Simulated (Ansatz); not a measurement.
Theory: DFT PBE, scalar-relativistic, plane waves, PAW (Ansatz 0.2.0). All cells share a 420 eV cutoff and Γ-centred k meshes spaced at most about 0.3 Å⁻¹ (about 0.25 or finer for metals, 2π included). No spin polarisation.

Temperature and zero-point effects are left out.

Two relaxed structures of CaB:

1. Space group R-3m (No. 166), trigonal, a = 4.559 Å, c = 14.807 Å. Ca is surrounded by 3 B at 2.68 Å, 1 B at 2.91 Å and 3 B at 3.32 Å; B is surrounded by 1 B at 1.53 Å, 3 Ca at 2.68 Å and 1 Ca at 2.91 Å.

2. Space group P-3m1 (No. 164), trigonal, a = 3.299 Å, c = 8.032 Å. Ca is surrounded by 1 B at 2.49 Å and 3 B at 2.94 Å; B is surrounded by 3 B at 1.92 Å and 1 Ca at 2.49 Å.

Question: Which would you expect to be lower, and how large is the difference?

Answer: Cell 1 is lower, by 0.35 eV/atom. Cell 1 has space group R-3m (No. 166), 22.2 Å³/atom and a gap of 0.28 eV on its mesh; cell 2 has space group P-3m1 (No. 164), 18.9 Å³/atom and no gap. Counting B atoms around Ca (those within 1.25 times the shortest such distance or 1.15 times the sum of covalent radii, 1.27 where that leaves under three; a plus sign parts nearer from farther groups), cell 1 has Ca 4+3 and cell 2 has Ca 1+3. Cell 1 holds B–B pairs (shortest 1.53 Å); cell 2 holds B–B nets (shortest 1.92 Å). The lower one is the more open, so pressure narrows the difference. Even the lower one lies +0.12 eV/atom against the reference forms of the elements (uncorrected), so neither is stable at this level. Both come from invented guesses. The lowest form computed isn't among them: it has space group C2/m (No. 12), 22.1 Å³/atom and lies 21 meV/atom below the best shown.

Kohn–Sham gaps at this level usually fall short of measured ones. Cells relaxed within their symmetry can be saddle points. Some structure types and database cells were kept out of the candidates from the start, so a known form may be missing.
